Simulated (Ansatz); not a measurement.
Ionic part of the dielectric constant of HfS₂ at 5 GPa, mode by mode

Method: DFT PBE+D3(BJ), scalar-relativistic, plane waves, PAW (Ansatz 0.2.0). Plane waves to 420 eV; Γ-centred k mesh 12×12×8; fixed occupations. No spin polarisation. Phonons by linear response, acoustic sum rule imposed.

The structure is trigonal, space group P-3m1 (No. 164). Conventional cell: a = 3.531 Å, b = 3.531 Å, c = 5.445 Å, α = 90.00°, β = 90.00°, γ = 120.00°. Hf (site symmetry -3m) is surrounded by 6 S at 2.51 Å. S (site symmetry 3m) has 3 Hf at 2.51 Å as nearest neighbours.

Spin–orbit coupling is left out, which matters for heavy elements. The bands were filled as in an insulator; under compression the gap may have closed between mesh points.

The primitive cell has V = 58.79 Å³ and ε∞,yy = 12.315. Each polar mode adds Δε = (4.92064×10⁷/V)·S/ν² along y, with S its oscillator strength in e²/amu, ν in cm⁻¹ and V in Å³.

Question: From these modes, find each Δε and ε0,yy.
```json
{"ν (cm⁻¹)": "166.6", "S_yy (e²/amu)": "0.9493"}
```

Answer:
```json
{"ν (cm⁻¹)": "166.6", "Δε": "28.64"}
```

The sum is 28.640, so ε0,yy = 40.96; the run's tensor has 40.96.

Question: Where do the longitudinal modes lie for a wave vector along y?

Answer: At 304 cm⁻¹. The Lyddane–Sachs–Teller product Π(ν_LO/ν_TO)² = 3.33 matches ε0/ε∞ = 3.33.

Cost: 1 run of about 4 core-minutes, on AMD EPYC 9R45 (Zen 5) (shared hosts).

The in-plane static response is mainly ionic: a single polar mode contributes more than twice the electronic part, 28.64 against 12.315. In this mode the Hf sublattice moves against the S layers. Its weight comes from a fairly low transverse frequency combined with a large oscillator strength, which implies a dynamical charge on Hf well above its formal oxidation state. The likely reason is covalency between filled S 3p and empty Hf 5d states: as the Hf–S bonds change length, the hybridisation changes and electronic charge flows along with the ionic displacement. The same long-range dipole field lifts the longitudinal mode to 304 cm⁻¹, even though strong electronic screening weakens it. With only one polar mode along y, the Lyddane–Sachs–Teller agreement confirms internal consistency rather than the accuracy of the dielectric constant. Trigonal symmetry makes the result valid for every in-plane direction, but it says nothing about the response along the layer normal, where a different polar mode acts and the screening is usually weaker.
